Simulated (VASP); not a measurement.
# ZrC (Fm-3m) in VASP: further runs, part 2 of 2

VASP 6.6.1.

**3. Relaxation of cell and atoms, PBE**

This run uses another cell than the first one, of 13.23 Å³/atom, 1.014 times its volume.

File INCAR:

```
SYSTEM = ZrC
PREC     = Accurate       ! precision mode
ENCUT    = 600            ! plane-wave cutoff, eV
EDIFF    = 1E-6           ! SCF threshold, eV
ISMEAR   = 0              ! smearing method
SIGMA    = 0.1            ! smearing width, eV
LREAL    = .False.        ! projectors in reciprocal space
LASPH    = .True.         ! aspherical terms in the spheres
NELM     = 60             ! most SCF steps
ALGO     = Fast           ! electronic algorithm
ISIF     = 3              ! what is computed and relaxed
LWAVE    = .False.        ! write WAVECAR
LCHARG   = .False.        ! write CHGCAR
GGA      = PE             ! functional
IBRION   = 2              ! ionic algorithm
NSW      = 100            ! ionic steps
EDIFFG   = -0.005         ! ionic threshold
```

File KPOINTS:

```
regular mesh
0
Gamma
  16 16 16
  0 0 0
```

File POSCAR:

```
ZrC
1.0
    0.0000000000      2.3650000000      2.3650000000
    2.3650000000      0.0000000000      2.3650000000
    2.3650000000      2.3650000000      0.0000000000
Zr C
1 1
Direct
    0.5000000000      0.5000000000      0.5000000000
    0.0000000000      0.0000000000      0.0000000000
```

Potentials or basis: VASP PAW PBE potentials, release 64 (Zr_sv, C).

Run with:

```
cat potpaw_PBE.64/Zr_sv/POTCAR potpaw_PBE.64/C/POTCAR > POTCAR
mpirun -np 1 vasp_std > vasp.out
```

OUTCAR:

```text
SYSTEM = ZrC
   PREC = Accurate
   ENCUT = 600
   EDIFF = 1E-6
   ISMEAR = 0
   LREAL = .False.
   LASPH = .True.
   NELM = 60
   ISIF = 3
   GGA = PE
   IBRION = 2
   NSW = 100
   EDIFFG = -0.005

 ion  position               nearest neighbor table
   1  0.500  0.500  0.500-   2 2.37   2 2.37   2 2.37   2 2.37   2 2.37   2 2.37
   2  0.000  0.000  0.000-   1 2.37   1 2.37   1 2.37   1 2.37   1 2.37   1 2.37

  LATTYP: Found a face centered cubic cell.
 ALAT       =     4.7300000000

  Lattice vectors:

 A1 = (   0.0000000000,   2.3650000000,   2.3650000000)
 A2 = (   2.3650000000,   0.0000000000,   2.3650000000)
 A3 = (   2.3650000000,   2.3650000000,   0.0000000000)

Analysis of symmetry for initial positions (statically):
=====================================================================
 Subroutine PRICEL returns:
 Original cell was already a primitive cell.

 Routine SETGRP: Setting up the symmetry group for a
 face centered cubic supercell.

 Subroutine GETGRP returns: Found 48 space group operations
 (whereof 48 operations were pure point group operations)
 out of a pool of 48 trial point group operations.

The static configuration has the point symmetry O_h .

Analysis of symmetry for dynamics (positions and initial velocities):
=====================================================================
 Subroutine PRICEL returns:
 Original cell was already a primitive cell.

 Routine SETGRP: Setting up the symmetry group for a
 face centered cubic supercell.

 Subroutine GETGRP returns: Found 48 space group operations
 (whereof 48 operations were pure point group operations)
 out of a pool of 48 trial point group operations.

The dynamic configuration has the point symmetry O_h .

 Subroutine INISYM returns: Found 48 space group operations
 (whereof 48 operations are pure point group operations),
 and found     1 'primitive' translations

----------------------------------------------------------------------------------------

                                     Primitive cell

  volume of cell :      26.4560

  direct lattice vectors                    reciprocal lattice vectors
     0.000000000  2.365000000  2.365000000    -0.211416490  0.211416490  0.211416490
     2.365000000  0.000000000  2.365000000     0.211416490 -0.211416490  0.211416490
     2.365000000  2.365000000  0.000000000     0.211416490  0.211416490 -0.211416490

  length of vectors
     3.344615075  3.344615075  3.344615075     0.366184103  0.366184103  0.366184103

  position of ions in fractional coordinates (direct lattice)
     0.500000000  0.500000000  0.500000000
     0.000000000  0.000000000  0.000000000

  ion indices of the primitive-cell ions
   primitive index   ion index
                 1           1
                 2           2

----------------------------------------------------------------------------------------

 KPOINTS: regular mesh

Automatic generation of k-mesh.
 Grid dimensions read from file:
 generate k-points for:   16   16   16

 Generating k-lattice:

  Cartesian coordinates                     Fractional coordinates (reciprocal lattice)
    -0.013213531  0.013213531  0.013213531     0.062500000  0.000000000  0.000000000
     0.013213531 -0.013213531  0.013213531     0.000000000  0.062500000  0.000000000
     0.013213531  0.013213531 -0.013213531     0.000000000  0.000000000  0.062500000
[... 55 lines left out ...]
   ENCUT  =  600.0 eV  44.10 Ry    6.64 a.u.   6.68  6.68  6.68*2*pi/ulx,y,z
   NELM   =     60;   NELMIN=  2; NELMDL= -5     # of ELM steps
   EDIFF  = 0.1E-05   stopping-criterion for ELM
   LREAL  =      F    real-space projection
   EDIFFG = -.5E-02   stopping-criterion for IOM
   NSW    =    100    number of steps for IOM
   IBRION =      2    ionic relax: 0-MD 1-quasi-New 2-CG
   NFREE  =      1    steps in history (QN), initial steepest desc. (CG)
   ISIF   =      3    stress and relaxation
   ISYM   =      2    0-nonsym 1-usesym 2-fastsym
   POTIM  = 0.5000    time-step for ionic-motion
   TEBEG  =    0.0;   TEEND  =   0.0 temperature during run
   PSTRESS=    0.0 pullay stress
   NELECT =      16.0000    total number of electrons
   NUPDOWN=      -1.0000    fix difference up-down
   EMIN   =  10.00;   EMAX   =-10.00  energy-range for DOS
   EFERMI =   0.00;   METHOD = LEGACY
   ISMEAR =     0;   SIGMA  =   0.10  broadening in eV -4-tet -1-fermi 0-gaus
   EFERMI_NEDOS =   21; number of points for ismear=-14 and -15
   IALGO  =     68    algorithm
   IMIX   =      4    mixing-type and parameters
     AMIX     =   0.40;   BMIX     =  1.00
     AMIX_MAG =   1.60;   BMIX_MAG =  1.00
  volume/ion in A,a.u.               =      13.23        89.27
  Fermi-wavevector in a.u.,A,eV,Ry     =   1.384439  2.616209 26.077880  1.916670
  Thomas-Fermi vector in A             =   2.508943
   LORBIT       =      0    0 simple, 1 ext, 2 COOP (PROOUT), +10 PAW based schemes
   GGA     = PE    functional components
   LHFCALC =     F    Hartree Fock is set to
   AEXX    =    0.0000 exact exchange contribution
   IVDW    =     0    specifies the selected vdW correction
   LEPSILON=     F    determine dielectric tensor
   LRPA    =     F    only Hartree local field effects (RPA)
 conjugate gradient relaxation of ions
 non-spin polarized calculation
 RMM-DIIS sequential band-by-band and
 Gauss-broadening in eV      SIGMA  =   0.10
  energy-cutoff  :      600.00
  volume of cell :       26.46
 maximum number of plane-waves:       905
   NGX = 13   NGY = 13   NGZ = 13

--------------------------------------- Ionic step        1  -------------------------------------------

 number of electron      16.0000000 magnetization

 Free energy of the ion-electron system (eV)
  ---------------------------------------------------
  ext. energy  EPLUGINS =         0.00000000
  ---------------------------------------------------
  free energy    TOTEN  =       -19.46045726 eV

  energy without entropy =      -19.45845429  energy(sigma->0) =      -19.45945577

------------------------ aborting loop because EDIFF is reached ----------------------------------------

  FORCE on cell =-STRESS in cart. coord.  units (eV):
  Direction    XX          YY          ZZ          XY          YZ          ZX
  --------------------------------------------------------------------------------------
  -------------------------------------------------------------------------------------
  Total       -0.4588041     -0.4588041     -0.4588041     -0.0000000     -0.0000000      0.0000000
  in kB      -27.7852610    -27.7852610    -27.7852610     -0.0000000     -0.0000000      0.0000000
  external PRESSURE =     -27.7852610 kB  Pullay stress =       0.0000000 kB
[... 59 lines left out ...]
--------------------------------------- Ionic step        3  -------------------------------------------

 number of electron      16.0000000 magnetization

 Free energy of the ion-electron system (eV)
  ---------------------------------------------------
  ext. energy  EPLUGINS =         0.00000000
  ---------------------------------------------------
  free energy    TOTEN  =       -19.46342370 eV

  energy without entropy =      -19.46148244  energy(sigma->0) =      -19.46245307

 E-fermi :   9.5321     XC(G=0): -12.1035

 val. band max:        9.5242123823   @ k =   0.3125   0.2500   0.0000
 cond. band min:       9.5335617805   @ k =   0.4375   0.4375   0.0000
 fundamental gap:      0.0093493982
 Fermi energy:         9.5321207749

 k-point     1 :       0.0000    0.0000    0.0000
  band No.  band energies     occupation
      1     -38.5867      2.00000
      2     -16.3011      2.00000
      3     -16.3011      2.00000
      4     -16.3011      2.00000
      5      -1.7427      2.00000
      6      10.4759      0.00000
      7      10.4759      0.00000
      8      10.4759      0.00000
      9      10.6349      0.00000
     10      10.6349      0.00000
     11      10.6349      0.00000
     12      12.3377      0.00000
[... 331 lines left out ...]
 k-point    24 :      -0.0625    0.0625    0.0000
  band No.  band energies     occupation
      1     -38.5770      2.00000
      2     -16.3826      2.00000
      3     -16.3228      2.00000
      4     -16.3028      2.00000
      5      -1.5120      2.00000
      6       9.1545      2.00000
      7       9.3671      1.98042
      8       9.5121      1.22276
      9      10.7768      0.00000
     10      11.3942      0.00000
     11      11.4775      0.00000
     12      12.9569      0.00000

 [... further k-points ...]

------------------------ aborting loop because EDIFF is reached ----------------------------------------

  FORCE on cell =-STRESS in cart. coord.  units (eV):
  Direction    XX          YY          ZZ          XY          YZ          ZX
  --------------------------------------------------------------------------------------
  -------------------------------------------------------------------------------------
  Total        0.0053373      0.0053373      0.0053373     -0.0000000      0.0000000     -0.0000000
  in kB        0.3273825      0.3273825      0.3273825     -0.0000000      0.0000000     -0.0000000
  external PRESSURE =       0.3273825 kB  Pullay stress =       0.0000000 kB
[... 17 lines left out ...]
  FREE ENERGIE OF THE ION-ELECTRON SYSTEM (eV)
  ---------------------------------------------------
  free  energy   TOTEN  =       -19.4634237018 eV

  energy  without entropy=      -19.4614824390  energy(sigma->0) =      -19.46245307

 reached required accuracy - stopping structural energy minimisation
```

Wall time 4.4 min (1 thread of Intel Xeon Platinum 8259CL at 2.50GHz (Skylake/Cascade Lake), shared host); peak memory 0.21 GiB.

Results:

| Item | Value |
| --- | --- |
| Free energy | -19.4634 eV |
| Relaxed volume | 13.06 Å³/atom |
| Relaxed cell | a = 3.330 Å, b = 3.330 Å, c = 3.330 Å, α = 60.00°, β = 60.00°, γ = 60.00° |
| Space group after relaxing (to 0.05 Å) | Fm-3m (No. 225) |
| Energy gained by relaxing | 1.5 meV/atom |
| Ionic steps | 3 |
| Pressure after relaxing | 0.0 GPa |
| Band gap on the k mesh | none (metal or under the smearing width) |

The path:
```
step  energy change (eV)  largest force (eV/Å)  pressure (GPa)  volume (Å³)
   1              0.0000                0.0000           -2.78        26.46
   2              0.0048                0.0000            4.74        25.59
   3             -0.0030                0.0000            0.03        26.12
```

Final structure:
```
Zr C
1.0
     0.00000    2.35495    2.35495
     2.35495    0.00000    2.35495
     2.35495    2.35495    0.00000
Zr C
1 1
Direct
  0.50000 0.50000 0.50000
  0.00000 0.00000 0.00000
```
